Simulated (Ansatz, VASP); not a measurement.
Two plane-wave programs on SnO2

```
CELL_PARAMETERS angstrom
-3.23725 0.00000 0.00000
-1.61863 -2.80354 0.00000
-0.48559 -0.28035 13.22548
ATOMIC_POSITIONS crystal
Sn 0.61799 0.61799 0.48675
Sn 0.98378 0.98378 0.16224
Sn 0.25221 0.25221 0.81126
O 0.64295 0.64295 0.23714
O 0.91138 0.91138 0.88616
O 0.27717 0.27717 0.56165
O 0.59303 0.59303 0.73637
O 0.95881 0.95881 0.41185
O 0.32460 0.32460 0.08734
```

Alike in both runs: task single point; functional PBE; dispersion D3(BJ); k mesh 9 × 9 × 2; occupations gaussian, width 0.05 eV; no spin polarisation.

```csv
,VASP,Ansatz
version,VASP 6.6.1,Ansatz 0.2.0
potentials or method,"VASP PAW PBE potentials, release 64 (Sn_d, O)","scalar-relativistic, plane waves, PAW"
plane-wave cutoff (eV),520,520
valence electrons in the cell,78,78
```

VASP gave:

```
gap on the k mesh at the Fermi level (eV)       : 1.66
least direct gap on the mesh (eV)               : 1.68
pressure (GPa)                                  : 0.4
largest component of the traceless stress (GPa) : 0.23
rms of the force components (eV/Å)              : 0.060
```

Q: Which values does Ansatz return?

A: gap on the k mesh at the Fermi level (eV): 1.68; least direct gap on the mesh (eV): 1.70; pressure (GPa): -0.3; largest component of the traceless stress (GPa): 0.26; rms of the force components (eV/Å): 0.042.

Atom by atom the forces differ by 0.026 eV/Å (rms over components).

Caveats: spin-orbit coupling is left out, which moves the levels of the heavy elements; an odd mesh through Γ misses points on the zone boundary, where band edges often lie.
